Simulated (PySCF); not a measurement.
Calculated elemental compositions, with the atomic weights C 12.011, O 15.999, Si 28.085, Cl 35.450, H 1.008, N 14.007, S 32.060.

(1) A compound of molar mass 168.65 g/mol holds 21.02 % chlorine, 28.49 % carbon, 16.65 % silicon, 5.38 % hydrogen and 28.46 % oxygen by mass. What is its formula?

(2) A compound of molar mass 163.25 g/mol holds 51.50 % carbon, 17.20 % silicon, 5.56 % hydrogen and 25.74 % nitrogen by mass. What is its formula?

(3) A compound of molar mass 152.21 g/mol holds 39.46 % carbon, 7.95 % hydrogen, 21.06 % sulfur and 31.53 % oxygen by mass. What is its formula?

(4) A compound of molar mass 59.11 g/mol holds 15.35 % hydrogen, 60.96 % carbon and 23.70 % nitrogen by mass. What is its formula?

(5) A compound of molar mass 137.21 g/mol holds 11.66 % oxygen, 52.52 % carbon, 5.14 % hydrogen, 10.21 % nitrogen and 20.47 % silicon by mass. What is its formula?

Results:

(1) Per cent/100 × molar mass / atomic weight: Cl 1.00, C 4.00, Si 1.00, H 9.00, O 3.00. So C4H9ClO3Si. One species with this formula is `CCO[Si](O)(O)/C=C/Cl`.

(2) Dividing out the atomic weights: C 7.00, Si 1.00, H 9.00, N 3.00. So C7H9N3Si. One species with this formula is `CN1N=NC2=C1C=C([SiH3])C=C2`.

(3) Per cent/100 × molar mass / atomic weight: C 5.00, H 12.00, S 1.00, O 3.00. So C5H12O3S. One species with this formula is `CC(C)CCS(=O)(=O)O`.

(4) Per cent/100 × molar mass / atomic weight: H 9.00, C 3.00, N 1.00. So C3H9N. One species with this formula is `NCCC`.

(5) Atoms of each element: O 1.00, C 6.00, H 7.00, N 1.00, Si 1.00. So C6H7NOSi. One species with this formula is `[SiH2](C#CC#C)N(C)C=O`.
